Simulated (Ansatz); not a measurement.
**ZrO2: compression at zero temperature**

One table from this session's results is given with a row withheld; the runs are named, their logs left out.

Computed with Ansatz 0.2.0 (DFT r2SCAN, scalar-relativistic, plane waves, PAW, unless a step's input says otherwise).

2 further runs of the same task are left out: 2 set aside as unsound or not needed.

## The system as given

The structure is cubic, space group Fm-3m (No. 225). Conventional cell: a = 5.089 Å, b = 5.089 Å, c = 5.089 Å, α = 90.00°, β = 90.00°, γ = 90.00°. Zr (site symmetry m-3m) is surrounded by 8 O at 2.20 Å. Around O (site symmetry -43m) lie 4 Zr at 2.20 Å.

Coordinates:

```cif
data_structure
_symmetry_space_group_name_H-M 'Fm-3m'
_symmetry_Int_Tables_number 225
_cell_length_a 5.0892
_cell_length_b 5.0892
_cell_length_c 5.0892
_cell_angle_alpha 90.000
_cell_angle_beta 90.000
_cell_angle_gamma 90.000
_cell_volume 131.81
loop_
_atom_site_label
_atom_site_type_symbol
_atom_site_symmetry_multiplicity
_atom_site_Wyckoff_symbol
_atom_site_fract_x
_atom_site_fract_y
_atom_site_fract_z
_atom_site_occupancy
Zr1 Zr 4 a 0.00000 0.00000 0.00000 1
O1 O 8 c 0.25000 0.75000 0.75000 1
```

It goes back to an entry of the Materials Project, which need not be the stable form.

This cell was relaxed beforehand with the same method: volume 10.98 Å³/atom, gap on the mesh 3.89 eV.

The first run:

Input file input.yaml:

```yaml
crystal:
  lattice:
    - [0.0, 2.5611468241, 2.5611468241]
    - [2.5611468241, 0.0, 2.5611468241]
    - [2.5611468241, 2.5611468241, 0.0]
  atoms:
    - { symbol: Zr, position: [0.0, 0.0, 0.0] }
    - { symbol: O, position: [0.25, 0.25, 0.25] }
    - { symbol: O, position: [0.75, 0.75, 0.75] }
basis:
  ecutwfc: 500
kpoints:
  mp_grid: { grid: [8, 8, 8] }
hamiltonian:
  xc: r2scan
scf:
  occupations: { method: gaussian, width: 0.02 }
output:
  forces: true
  stress: true
  eigenvalues: true
relax:
  adjacent_minimum: "off"
  f_tol: 0.008
  max_steps: 50
  cell: { stress_tol: 0.08, p_target: -2.0 }
```

Launch:

```bash
ansatz run input.yaml --threads 1 --pin off --max-ram 2560MiB --backend cpu --events-out ev --progress --plain --runs-dir out
```

Steps of the session up to this table: -2 GPa; The gap over the whole zone at -2 GPa; Relaxing at 2 GPa; The gap over the whole zone at 2 GPa; 5 GPa; Seeking the band edges at 5 GPa; Relaxing at 10 GPa; Seeking the band edges at 10 GPa; 20 GPa; The gap over the whole zone at 20 GPa; Target pressure 40 GPa; Band edges over the zone at 40 GPa.

One of the session's tables, all rows but one given; the rest of the session is left out.

It belongs to the step «Volume, cell and gap against pressure». Lengths are those of the vectors of the cell that was run:

```
P (GPa)  V (Å³/atom)  a (Å)  b (Å)  c (Å)  ΔH (eV/atom)
     -2        11.07  3.608  3.608  3.608        -0.138
      0        10.98  3.599  3.599  3.599         0.000
      2            ?      ?      ?      ?             ?
      5        10.78  3.576  3.576  3.576         0.340
     10        10.60  3.556  3.556  3.556         0.673
     20        10.27  3.518  3.518  3.518         1.324
     40         9.73  3.456  3.456  3.456         2.571
```

Q: Estimate the row for P (GPa) = 2 from the others.

Worked estimate for «V (Å³/atom)». A straight line through the neighbours (0, 10.98) and (5, 10.78) gives 10.98 + (10.78 − 10.98) × (2 − 0) / (5 − 0) = 10.90; a parabola fitted to 4 rows on both sides gives 10.90.

As computed: V (Å³/atom): 10.90; a (Å): 3.590; b (Å): 3.590; c (Å): 3.590; ΔH (eV/atom): 0.137. In «V (Å³/atom)» the line misses by 0.00 and the parabola by 0.00.

ΔH is E + PV over the energy at zero pressure; a, b and c are the vectors of the computed cell.
